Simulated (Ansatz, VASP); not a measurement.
# Sb: VASP beside Ansatz

```
Sb
1.0
    -1.85561    1.85561    1.85561
     1.85561   -1.85561    1.85561
     1.85561    1.85561   -1.85561
Sb
1
Direct
  0.00000 0.00000 0.00000
```

Change from the starting cell: volume scaled by 0.975, PAW files.

Alike in both runs: task electric field gradients; functional r2SCAN; k mesh 12 × 12 × 12; occupations fermi-dirac, width 0.08 eV; no spin polarisation.

|  | VASP | Ansatz |
| --- | --- | --- |
| version | VASP 6.6.1 | Ansatz 0.2.0 |
| potentials or method | VASP PAW PBE potentials, release 64 (Sb) | PAW with Ansatz's default frozen-core files, scalar-relativistic |
| plane-wave cutoff (eV) | 520 | 500 |
| valence electrons in the cell | 5 | 15 |

```csv
,VASP,Ansatz,Ansatz less VASP
pressure (GPa),3.8,3.9,+0.08
Vzz of the field gradient on the site that differs most (V/Å²),0.0,0.0,0.00
```

The two sets of potentials don't hold the same shells in valence. Ansatz warned: «gradients_without_spin_orbit».

Caveats: the PAW data sets were made with another functional, which shifts forces and pressure a little (VASP). Spin-orbit coupling is left out, which matters for the levels of Sb.
